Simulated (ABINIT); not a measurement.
# MoS2 (R3m) in ABINIT: a series of runs

Runs on MoS2. Level: LDA. Tasks: single point.

Everything below comes from runs of ABINIT 10.8.3 (patched build). Logs are shortened: lines on timing, memory, paths and dates and some standing lists are left out, and cuts for length are marked. The log counts tension as positive stress, the text compression.

## Step 1: Starting point

The structure is trigonal, space group R3m (No. 160). The conventional cell has a = 3.160 Å, b = 3.160 Å, c = 18.450 Å, α = 90.00°, β = 90.00°, γ = 120.00°. Around Mo (site symmetry 3m) lie 6 S at 2.39 Å. S (site symmetry 3m) is surrounded by 3 Mo at 2.39 Å. S (site symmetry 3m) has 3 Mo at 2.39 Å as nearest neighbours.

Measurements of this composition are mostly on another form, of space group No. 194.

## Step 2: Single point, LDA

run.abi

```
# Pseudopotentials
pp_dirpath "./"
pseudos "Mo.upf, S.upf"

# Structure
acell 3*1.0 Angstrom
rprim
     1.5800000000     0.9122134253     6.1500000000
    -1.5800000000     0.9122134253     6.1500000000
     0.0000000000    -1.8244268506     6.1500000000
ntypat 2
znucl 42 16
natom 3
typat 1 2 2
xred
     0.0000000000     0.0000000000     0.0000000000
     0.4170000000     0.4170000000     0.4170000000
     0.2500000000     0.2500000000     0.2500000000

# Plane-wave basis
ecut 36.0

# k points
kptopt 1
ngkpt 8 8 8
nshiftk 1
shiftk 0.0 0.0 0.0

# Exchange and correlation
ixc 7

# Bands and occupations
nband 17
occopt 3
tsmear 0.05 eV

# SCF cycle
nstep 100
tolvrs 1.0e-10

# Output
iomode 3
prtwf 0
prtden 0
prteig 0
prtebands 0
enunit 1
```

Potentials or basis: PseudoDojo NC SR LDA v0.4 stringent.

On the command line:

```bash
> mpirun --bind-to none -np 4 abinit run.abi > log 2>&1
```

run.abo:

```text
.Version 10.8.3 of ABINIT
 Symmetries : space group R3 m (#160); Bravais hR (rhombohedral)
================================================================================
 Values of the parameters that define the memory need of the present run
     intxc =       0    ionmov =       0      iscf =       7    lmnmax =       6
     lnmax =       6     mgfft =      72  mpssoang =       3    mqgrid =    3001
     natom =       3  nloc_mem =       1    nspden =       1   nspinor =       1
    nsppol =       1      nsym =       6    n1xccc =    2501    ntypat =       2
    occopt =       3   xclevel =       1
       mpw =        3724          nfft =      373248          nkpt =          65
================================================================================
================================================================================

--------------------------------------------------------------------------------
------------- Echo of variables that govern the present computation ------------
--------------------------------------------------------------------------------
 -outvars: echo values of preprocessed input variables --------
            acell      1.8897261259E+00  1.8897261259E+00  1.8897261259E+00 Bohr
              amu      9.59400000E+01  3.20660000E+01
             ecut      3.60000000E+01 Hartree
           enunit           1
                       outvar_i_n : Printing only first  50 k-points.
              ixc           7
                       outvar_i_n : Printing only first  50 k-points.
         kptrlatt        8    0    0      0    8    0      0    0    8
          kptrlen      4.77722765E+01
            natom           3
            nband          17
            ngfft          72      72      72
             nkpt          65
            nstep         100
             nsym           6
           ntypat           2
                       prtocc : prtvol=0, do not print more k-points.
           occopt           3
           prtden           0
        prtebands           0
           prteig           0
            prtwf           0
            rprim      1.5800000000E+00  9.1221342530E-01  6.1500000000E+00
                      -1.5800000000E+00  9.1221342530E-01  6.1500000000E+00
                       0.0000000000E+00 -1.8244268506E+00  6.1500000000E+00
          spgroup         160
           tolvrs      1.00000000E-10
           tsmear      1.83746611E-03 Hartree
            typat      1  2  2
                       outvars : Printing only first  50 k-points.
           xangst      0.0000000000E+00  0.0000000000E+00  0.0000000000E+00
                      -3.8351262239E-17 -2.6932164767E-17  7.6936500000E+00
                       0.0000000000E+00  0.0000000000E+00  4.6125000000E+00
            xcart      0.0000000000E+00  0.0000000000E+00  0.0000000000E+00
                      -7.2473382215E-17 -5.0894415388E-17  1.4538891409E+01
                       0.0000000000E+00  0.0000000000E+00  8.7163617557E+00
             xred      0.0000000000E+00  0.0000000000E+00  0.0000000000E+00
                       4.1700000000E-01  4.1700000000E-01  4.1700000000E-01
                       2.5000000000E-01  2.5000000000E-01  2.5000000000E-01
            znucl       42.00000   16.00000

================================================================================

 chkinp: Checking input parameters for consistency.

================================================================================
== DATASET  1 ==================================================================

--- !DatasetInfo
iteration_state: {dtset: 1, }
dimensions: {natom: 3, nkpt: 65, mband: 17, nsppol: 1, nspinor: 1, nspden: 1, mpw: 3724, }
cutoff_energies: {ecut:  36.0, pawecutdg:  -1.0, }
electrons: {nelect:   2.60000000E+01, charge:   0.00000000E+00, occopt:   3.00000000E+00, tsmear:   1.83746611E-03, }
meta: {optdriver: 0, ionmov: 0, optcell: 0, iscf: 7, paral_kgb: 0, }
...

 Exchange-correlation functional for the present dataset will be:
  LDA: Perdew-Wang 92 LSD fit to Ceperley-Alder data - ixc=7
  J.P.Perdew and Y.Wang, PRB 45, 13244 (1992)

 Real(R)+Recip(G) space primitive vectors, cartesian coordinates (Bohr,Bohr^-1):
 R(1)=  2.9857673  1.7238335 11.6218157  G(1)=  0.1674611  0.0966837  0.0286817
 R(2)= -2.9857673  1.7238335 11.6218157  G(2)= -0.1674611  0.0966837  0.0286817
 R(3)=  0.0000000 -3.4476671 11.6218157  G(3)=  0.0000000 -0.1933675  0.0286817
 Unit cell volume ucvol=  3.5890253E+02 bohr^3
 Angles (23,13,12)=  2.85174998E+01  2.85174998E+01  2.85174998E+01 degrees

 getcut: wavevector=  0.0000  0.0000  0.0000  ngfft=  72  72  72
         ecut(hartree)=     36.000   => boxcut(ratio)=   2.19969

--- Pseudopotential description ------------------------------------------------
- pspini: atom type   1  psp file is ./Mo.upf
12 -1012 2 -1 1602                            pspcod,pspxc,lmax,lloc,mmax
     nproj     2     2     2

- pspini: atom type   2  psp file is ./S.upf
12 -1012 2 -1 1132                            pspcod,pspxc,lmax,lloc,mmax
     nproj     2     2     2

   8.62314590E+02                                ecore*ucvol(ha*bohr**3)
--------------------------------------------------------------------------------

================================================================================

--- !BeginCycle
iteration_state: {dtset: 1, }
solver: {iscf: 7, nstep: 100, nline: 4, wfoptalg: 0, }
tolerances: {tolvrs: 1.00E-10, }
...

     iter   Etot(hartree)      deltaE(h)  residm     vres2
 ETOT  1  -92.382950504495    -9.238E+01 1.108E-01 5.561E+03
 ETOT  2  -91.543797306813     8.392E-01 1.317E-01 5.237E+04
 ETOT  3  -92.594040647816    -1.050E+00 5.465E-03 2.831E+01
 ETOT  4  -92.594846968258    -8.063E-04 4.117E-04 5.725E+00
 ETOT  5  -92.594998356614    -1.514E-04 6.514E-05 2.337E+00
 ETOT  6  -92.595029242479    -3.089E-05 1.839E-05 5.047E-01
 ETOT  7  -92.595036151193    -6.909E-06 3.112E-06 5.175E-04
 ETOT  8  -92.595036160108    -8.915E-09 1.428E-06 7.040E-05
 ETOT  9  -92.595036161291    -1.183E-09 2.145E-07 2.913E-06
 ETOT 10  -92.595036161344    -5.350E-11 1.006E-07 3.884E-07
 ETOT 11  -92.595036161355    -1.059E-11 1.531E-08 7.632E-10
 ETOT 12  -92.595036161354     1.705E-13 7.345E-09 7.346E-11

 At SCF step   12       vres2   =  7.35E-11 < tolvrs=  1.00E-10 =>converged.

 Cartesian components of stress tensor (hartree/bohr^3)
  sigma(1 1)=  1.13369719E-04  sigma(3 2)=  0.00000000E+00
  sigma(2 2)=  1.13369720E-04  sigma(3 1)=  0.00000000E+00
  sigma(3 3)=  2.85472814E-05  sigma(2 1)=  0.00000000E+00

--- !ResultsGS
iteration_state: {dtset: 1, }
comment   : Summary of ground state results
lattice_vectors:
- [  2.9857673,   1.7238335,  11.6218157, ]
- [ -2.9857673,   1.7238335,  11.6218157, ]
- [  0.0000000,  -3.4476671,  11.6218157, ]
lattice_lengths: [  12.12242,   12.12242,   12.12242, ]
lattice_angles: [ 28.517,  28.517,  28.517, ] # degrees, (23, 13, 12)
lattice_volume:   3.5890253E+02
convergence: {deltae:  1.705E-13, res2:  7.346E-11, residm:  7.345E-09, diffor: null, }
etotal    :  -9.25950362E+01
entropy   :   0.00000000E+00
fermie    :   3.25493410E-01
cartesian_stress_tensor: # hartree/bohr^3
- [  1.13369719E-04,   0.00000000E+00,   0.00000000E+00, ]
- [  0.00000000E+00,   1.13369720E-04,   0.00000000E+00, ]
- [  0.00000000E+00,   0.00000000E+00,   2.85472814E-05, ]
pressure_GPa:  -2.5036E+00
xred      :
- [  0.0000E+00,   0.0000E+00,   0.0000E+00, Mo]
- [  4.1700E-01,   4.1700E-01,   4.1700E-01,  S]
- [  2.5000E-01,   2.5000E-01,   2.5000E-01,  S]
cartesian_forces: # hartree/bohr
- [ -1.11605800E-19,  -2.28351890E-19,   1.62842079E-03, ]
- [ -2.30845123E-20,  -4.86332090E-20,   1.59314389E-04, ]
- [  1.34690313E-19,   2.76985099E-19,  -1.78773518E-03, ]
force_length_stats: {min:   1.59314389E-04, max:   1.78773518E-03, mean:   1.19182345E-03, }
...

 Integrated electronic density in atomic spheres:
 ------------------------------------------------
 Atom  Sphere_radius  Integrated_density
    1        2.00000         10.53570747
    2        2.00000          3.93559137
    3        2.00000          3.94437293
================================================================================

 ----iterations are completed or convergence reached----

 Mean square residual over all n,k,spin=   15.468E-12; max=  73.452E-10
 reduced coordinates (array xred) for    3 atoms
       0.000000000000      0.000000000000      0.000000000000
       0.417000000000      0.417000000000      0.417000000000
       0.250000000000      0.250000000000      0.250000000000
 rms dE/dt=  1.6261E-02; max dE/dt=  2.0777E-02; dE/dt below (all hartree)
    1      -0.018925198186     -0.018925198186     -0.018925198186
    2      -0.001851514349     -0.001851514349     -0.001851514349
    3       0.020776736877      0.020776736877      0.020776736877

 cartesian coordinates (angstrom) at end:
    1      0.00000000000000     0.00000000000000     0.00000000000000
    2     -0.00000000000000    -0.00000000000000     7.69365000000000
    3      0.00000000000000     0.00000000000000     4.61250000000000

 cartesian forces (hartree/bohr) at end:
    1     -0.00000000000000    -0.00000000000000     0.00162842079328
    2     -0.00000000000000    -0.00000000000000     0.00015931438899
    3      0.00000000000000     0.00000000000000    -0.00178773518228
 frms,max,avg= 8.0781822E-04 1.7877352E-03   0.000E+00  0.000E+00 -6.982E-10 h/b

 cartesian forces (eV/Angstrom) at end:
    1     -0.00000000000000    -0.00000000000000     0.08373676396891
    2     -0.00000000000000    -0.00000000000000     0.00819227526632
    3      0.00000000000000     0.00000000000000    -0.09192903923523
 frms,max,avg= 4.1539683E-02 9.1929039E-02   0.000E+00  0.000E+00 -3.590E-08 e/A
 length scales=  1.889726125908  1.889726125908  1.889726125908 bohr
              =  1.000000000000  1.000000000000  1.000000000000 angstroms
 Fermi (or HOMO) energy (eV) =   8.85713   Average Vxc (eV)= -11.28047
 Eigenvalues (   eV  ) for nkpt=  65  k points:
 kpt#   1, nband= 17, wtk=  0.00195, kpt=  0.0000  0.0000  0.0000 (reduced coord)
 -53.00632  -27.23637  -26.99196  -26.99196   -6.65251   -4.90498    1.38255    4.94489
   4.94489    6.08734    6.08734    7.17896    7.23262   10.44539   10.44539   10.88012
  10.88012
 prteigrs : prtvol=0 or 1, do not print more k-points.

--- !EnergyTerms
iteration_state     : {dtset: 1, }
comment             : Components of total free energy in Hartree
kinetic             :  3.00364195924493E+01
hartree             :  2.75211329251907E+01
xc                  : -1.66426559443823E+01
Ewald energy        : -5.94751984563713E+01
psp_core            :  2.40264285646888E+00
local_psp           : -8.81082066558558E+01
non_local_psp       :  1.16708295876885E+01
internal            : -9.25950360948120E+01
'-kT*entropy'       : -6.65424919098659E-08
total_energy        : -9.25950361613545E+01
total_energy_eV     : -2.51963929344720E+03
band_energy         : -8.17304986330023E+00
...

 Cartesian components of stress tensor (hartree/bohr^3)
  sigma(1 1)=  1.13369719E-04  sigma(3 2)=  0.00000000E+00
  sigma(2 2)=  1.13369720E-04  sigma(3 1)=  0.00000000E+00
  sigma(3 3)=  2.85472814E-05  sigma(2 1)=  0.00000000E+00

-Cartesian components of stress tensor (GPa)         [Pressure= -2.5036E+00 GPa]
- sigma(1 1)=  3.33545230E+00  sigma(3 2)=  0.00000000E+00
- sigma(2 2)=  3.33545231E+00  sigma(3 1)=  0.00000000E+00
- sigma(3 3)=  8.39890017E-01  sigma(2 1)=  0.00000000E+00

== END DATASET(S) ==============================================================
================================================================================

 -outvars: echo values of variables after computation  --------
            acell      1.8897261259E+00  1.8897261259E+00  1.8897261259E+00 Bohr
           etotal     -9.2595036161E+01
            fcart     -1.1160580030E-19 -2.2835188956E-19  1.6284207933E-03
                      -2.3084512287E-20 -4.8633208961E-20  1.5931438899E-04
                       1.3469031258E-19  2.7698509852E-19 -1.7877351823E-03
            rprim      1.5800000000E+00  9.1221342530E-01  6.1500000000E+00
                      -1.5800000000E+00  9.1221342530E-01  6.1500000000E+00
                       0.0000000000E+00 -1.8244268506E+00  6.1500000000E+00
           strten      1.1336971949E-04  1.1336971979E-04  2.8547281426E-05
                       0.0000000000E+00  0.0000000000E+00  0.0000000000E+00
           xangst      0.0000000000E+00  0.0000000000E+00  0.0000000000E+00
                      -3.8351262239E-17 -2.6932164767E-17  7.6936500000E+00
                       0.0000000000E+00  0.0000000000E+00  4.6125000000E+00
             xred      0.0000000000E+00  0.0000000000E+00  0.0000000000E+00
                       4.1700000000E-01  4.1700000000E-01  4.1700000000E-01
                       2.5000000000E-01  2.5000000000E-01  2.5000000000E-01
 Calculation completed.
```

Wall time 2.3 min (4 MPI ranks of Arm Neoverse V1, shared host); peak memory 0.64 GiB.

Results:

| Quantity | Value |
| --- | --- |
| Free energy | -2519.6393 eV |
| Pressure | -2.5 GPa |
| Largest force | 0.092 eV/Å |
| Band gap on the k mesh | 0.96 eV, indirect (least direct gap 2.02 eV) |
| Valence electrons inside the program's atomic spheres | Mo 10.54; S 3.94 |

Forces on the atoms (eV/Å):
```
Mo   0.000  0.000  0.084
S    0.000  0.000  0.008
S    0.000  0.000 -0.092
```

Stress tensor (GPa, compression positive):
```
-3.34  0.00  0.00
 0.00 -3.34  0.00
 0.00  0.00 -0.84
```

A k mesh can miss the band edges. As with any semilocal functional, this LDA gap is likely too small.

## Step 3: Single point, LDA

run.abi: that of step 2 with these lines changed.

```diff
@@ -5,7 +5,7 @@
 # Structure
-acell 3*1.0 Angstrom
+acell 3*1.0
 rprim
-     1.5800000000     0.9122134253     6.1500000000
-    -1.5800000000     0.9122134253     6.1500000000
-     0.0000000000    -1.8244268506     6.1500000000
+     2.9857672769     1.7238335410    11.6218156664
+    -2.9857672769     1.7238335410    11.6218156664
+     0.0000000000    -3.4476670820    11.6218156664
 ntypat 2
@@ -20,3 +20,3 @@
 # Plane-wave basis
-ecut 36.0
+ecut 40.0
 
@@ -34,3 +34,3 @@
 occopt 3
-tsmear 0.05 eV
+tsmear 0.00183747
```

Potentials or basis: PseudoDojo NC SR LDA v0.4 stringent.

On the command line:

```bash
> abinit run.abi > log 2>&1
```

Run time: 10 min. Hardware: 1 thread of Intel Xeon Platinum 8488C (Sapphire Rapids), shared host; peak memory 0.22 GiB.

The run converged. Its results:

```
Free energy                                           : -2519.6429 eV
Pressure                                              : -2.3 GPa
Largest force                                         : 0.092 eV/Å
Band gap on the k mesh                                : 0.96 eV, indirect (least direct gap 2.02 eV)
Valence electrons inside the program's atomic spheres : Mo 10.54; S 3.94
```

Forces on the atoms (eV/Å):
```
Mo   0.000  0.000  0.084
S    0.000  0.000  0.008
S    0.000  0.000 -0.092
```

Stress tensor (GPa, compression positive):
```
-3.18  0.00  0.00
 0.00 -3.18  0.00
 0.00  0.00 -0.68
```

Levels at points of the mesh, in eV from the valence-band top:
| k point | band 10 | band 11 | band 12 | band 13 | band 14 | band 15 | band 16 | band 17 |
| --- | --- | --- | --- | --- | --- | --- | --- | --- |
| (0.00, 0.00, 0.00) | -2.36 | -2.36 | -1.27 | -1.21 | 2.00 | 2.00 | 2.43 | 2.43 |
| (0.50, 0.00, 0.00) | -4.09 | -2.35 | -1.67 | -1.53 | 1.54 | 1.96 | 3.40 | 3.46 |
| (0.50, 0.50, 0.00) | -4.02 | -2.93 | -1.85 | -1.35 | 1.50 | 2.09 | 2.92 | 3.90 |
| (0.50, 0.50, 0.50) | -3.52 | -2.33 | -2.33 | 0.00 | 2.10 | 2.10 | 2.30 | 2.30 |
